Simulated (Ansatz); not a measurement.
**ZrS₂ (P-3m1)**

Computed with Ansatz 0.2.0, DFT r2SCAN, scalar-relativistic, plane waves, PAW.

Plane waves to 500 eV, a k mesh through Γ of 12×12×6 on the computed 3-atom cell and Gaussian smearing (0.02 eV); no spin polarisation.

The structure is relaxed at this level of theory with its symmetry kept.

The structure is trigonal, space group P-3m1 (No. 164). The conventional cell has a = 3.691 Å, b = 3.691 Å, c = 6.096 Å, α = 90.00°, β = 90.00°, γ = 120.00°. Zr (site symmetry -3m) has 6 S at 2.57 Å as nearest neighbours. S (site symmetry 3m) has 3 Zr at 2.57 Å as nearest neighbours.

- Volume per atom: 161.8 bohr³
- Formation energy from the elements' standard states (uncorrected): -1.797 eV/atom
- Generalised Kohn–Sham band gap: 1.37 eV, indirect from (-0.146, 0.073, 0.000) to L
- Löwdin character of the top 1 eV of the valence band: S 3p 91 %
- Löwdin character of the lowest 1 eV of the conduction band: Zr 4d 78 %, S 3p 17 %
- Electron masses at the edge by Cartesian direction of the standard setting (m_e; degenerate bands sorted by energy; no spin-orbit coupling): x: 0.33; y: 1.5; z: 1.8
- Hole masses at the edge by Cartesian direction of the standard setting (m_e; degenerate bands sorted by energy; no spin-orbit coupling): x: 1.0; y: 11; z: 0.44
- Bader charges (e): Zr (1 in the cell) 2.20, S (2 in the cell) -1.10

Each cell of ZrS2 holds layers, and where no dispersion correction was added their binding is poorly described.